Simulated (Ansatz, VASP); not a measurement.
**One calculation of CdSe, two programs**

File INCAR:

```
SYSTEM = CdSe
  ALGO = Normal
  EDIFF = 1E-6
  ENCUT = 520
  ISIF = 2
  ISMEAR = 0
  LASPH = .True.
  LCHARG = .True.
  LELF = .True.
  LREAL = .False.
  LVHAR = .True.
  LWAVE = .False.
  NBANDS = 16
  NELM = 100
  PREC = Accurate
  SIGMA = 0.1
```

KPOINTS

```
k-points
0
Gamma
  6 6 6
  0 0 0
```

File POSCAR:

```
CdSe
1.0
    0.0000000000      3.0702711986      3.0702711986
    3.0702711986      0.0000000000      3.0702711986
    3.0702711986      3.0702711986      0.0000000000
Cd Se
1 1
Direct
    0.0000000000      0.0000000000      0.0000000000
    0.7500000000      0.7500000000      0.7500000000
```

Input for Ansatz:

```yaml
crystal:
  lattice:
    - [0.0, 3.0702711986, 3.0702711986]
    - [3.0702711986, 0.0, 3.0702711986]
    - [3.0702711986, 3.0702711986, 0.0]
  atoms:
    - { symbol: Cd, position: [0.0, 0.0, 0.0] }
    - { symbol: Se, position: [0.75, 0.75, 0.75] }
basis:
  ecutwfc: 420
kpoints:
  mp_grid: { grid: [6, 6, 6] }
hamiltonian:
  xc: lda
scf:
  occupations: { method: gaussian, width: 0.1 }
output:
  forces: true
  stress: true
  eigenvalues: true
```

Measurements of this composition are mostly on another form, of space group No. 186.

Alike in both runs: task single point; functional LDA; k mesh 6 × 6 × 6; occupations gaussian, width 0.1 eV; no spin polarisation.

|  | VASP | Ansatz |
| --- | --- | --- |
| version | VASP 6.6.1 | Ansatz 0.2.0 |
| potentials or method | VASP PAW LDA potentials, release 64 (Cd, Se) | scalar-relativistic, plane waves, PAW |
| plane-wave cutoff (eV) | 520 | 420 |
| valence electrons in the cell | 18 | 36 |

Ansatz gave:

| Property | Result |
| --- | --- |
| gap on the k mesh at the Fermi level (eV) | 0.27 |
| least direct gap on the mesh (eV) | 0.27 |
| pressure (GPa) | -3.2 |

Task: What did VASP give for the same quantities?

Result: gap on the k mesh at the Fermi level (eV): 0.30; least direct gap on the mesh (eV): 0.30; pressure (GPa): -2.9.

The two sets of potentials don't hold the same shells in valence.
